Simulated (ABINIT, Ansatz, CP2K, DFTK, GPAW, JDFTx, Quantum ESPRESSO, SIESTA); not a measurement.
## C: band gap by level of theory

```
C
1.0
     0.00000    1.78337    1.78337
     1.78337    0.00000    1.78337
     1.78337    1.78337    0.00000
C
2
Cartesian
  2.6751 2.6751 2.6751
  1.7834 1.7834 1.7834
```

```csv
rung,level,program and potentials,cutoff (eV),k mesh,task,core time,chip,band gap (eV),notes
GGA,PBEsol,"JDFTx, PseudoDojo-SR-PBEsol-0.4.1-standard with smoothed tails",1116,13 × 13 × 13,band structure,4.4 s,Intel Xeon Platinum 8259CL Skylake/Cascade Lake,4.05,from the band path
GGA,PBEsol,"Ansatz, PAW datasets made for the crystal",540,13 × 13 × 13,band structure,5 s,Arm Neoverse V1,4.02,-
GGA,PBEsol,"Ansatz, all-electron LAPW, scalar-relativistic",-,13 × 13 × 13,band structure,6.4 s,Arm Neoverse V1,4.02,-
GGA,PBEsol,"Ansatz, PAW datasets made for the crystal",540,10 × 10 × 10,single point,6.4 s,AMD EPYC Zen 3,4.04,-
LDA,LDA,"JDFTx, PseudoDojo-SR-LDA-0.4.1-standard with smoothed tails",1116,13 × 13 × 13,band structure,6.8 s,Intel Xeon Platinum 8259CL Skylake/Cascade Lake,4.14,from the band path
GGA,PBE,"ABINIT, PseudoDojo NC SR PBE v0.4 stringent",1007,10 × 10 × 10,single point,7.5 s,Arm Neoverse V1,4.23,-
GGA,revPBE,"Quantum ESPRESSO, SG15 PBE 1.2",1197,13 × 13 × 13,band structure,13 s,Arm Neoverse V1,4.23,potentials made for PBE; from the band path
GGA,RPBE,"Quantum ESPRESSO, SG15 PBE 1.2",1197,13 × 13 × 13,band structure,13 s,Arm Neoverse V1,4.25,potentials made for PBE; from the band path
LDA,LDA,"Quantum ESPRESSO, SG15 PBE 1.2",1197,13 × 13 × 13,band structure,13 s,Arm Neoverse V1,3.94,"potentials made for PBE; from the band path; far from this level's other runs, on another mesh"
COHSEX,COHSEX on PBE,"ABINIT, PseudoDojo NC SR PBE v0.4 stringent",1007,6 × 6 × 6,COHSEX levels,29 s,Arm Neoverse V1,6.33,"coarse mesh; bands, basis or mesh of the many-body step not converged; response cutoff 163 eV, bands 36"
GGA,PBE,"CP2K, GTH_POTENTIALS C GTH-PBE-q4; DZVP-MOLOPT-SR-GTH basis",-,13 × 13 × 13,band structure,36 s,Arm Neoverse V2,4.29,atomic basis
GGA,PBE,"CP2K, POTENTIAL_UZH C GTH-SCAN-q4; DZVP-MOLOPT-SR-GTH basis",-,13 × 13 × 13,band structure,37 s,Arm Neoverse V2,4.41,atomic basis
GGA,PBE,"CP2K, GTH_POTENTIALS C GTH-BLYP-q4; DZVP-MOLOPT-SR-GTH basis",-,13 × 13 × 13,band structure,38 s,Arm Neoverse V2,4.34,atomic basis
GGA,PBE,"CP2K, POTENTIAL_UZH C GTH-PBE0-q4; DZVP-MOLOPT-SR-GTH basis",-,13 × 13 × 13,band structure,38 s,Arm Neoverse V2,4.26,atomic basis
GGA,PBE,"SIESTA, files PseudoDojo sr-pbe-0.4.1-standard, TZP (energy shift 0.003 Ry)",-,13 × 13 × 13,band structure,64 s,Arm Neoverse V2,4.26,atomic basis; from the band path
GGA,PBEsol,"DFTK, SG15 1.2 (PBE)",1225,13 × 13 × 13,band structure,1.9 min,Intel Xeon Skylake/Cascade Lake,4.00,potentials made for PBE
LDA,LDA,"DFTK, SG15 1.2 (PBE)",1225,13 × 13 × 13,band structure,2.1 min,Intel Xeon Skylake/Cascade Lake,3.95,"potentials made for PBE; far from this level's other runs, on another mesh"
LDA,LDA,"GPAW, the program's PAW data sets (release 1.2.1) made for this functional",650,10 × 10 × 10,dielectric tensor,2.3 min,Intel Xeon Ice Lake,4.14,-
```

Times are single runs on shared hosts and different chips, so they are rough; meshes, cutoffs and the tasks' sizes weigh on the time. All rows: no spin polarisation. Gaps are the least found on the k mesh or the band path, and a mesh can miss the band edges. The cell comes from a database and isn't always the measured one. Meshes differ between rows, which moves values too. All levels ran on this one cell, unrelaxed unless noted. Meshes are those of the run's cell of 2 atoms unless a note names another. Misses use the values as printed. Runs on faulty files, with rough fits or with known faults for this quantity aren't shown. No row holds spin-orbit coupling.

Measured: 5.47 eV at 300 K (a printed reference work).

Which of the timed runs without a coarse mesh or an atomic basis is the cheapest that comes within 0.3 eV of the measured band gap?

None of them does; the nearest misses by -1.22 eV. LDA and GGA gaps fall short mostly because these functionals lack the derivative discontinuity; the runs are for a static lattice, while measurements hold temperature and zero-point motion.
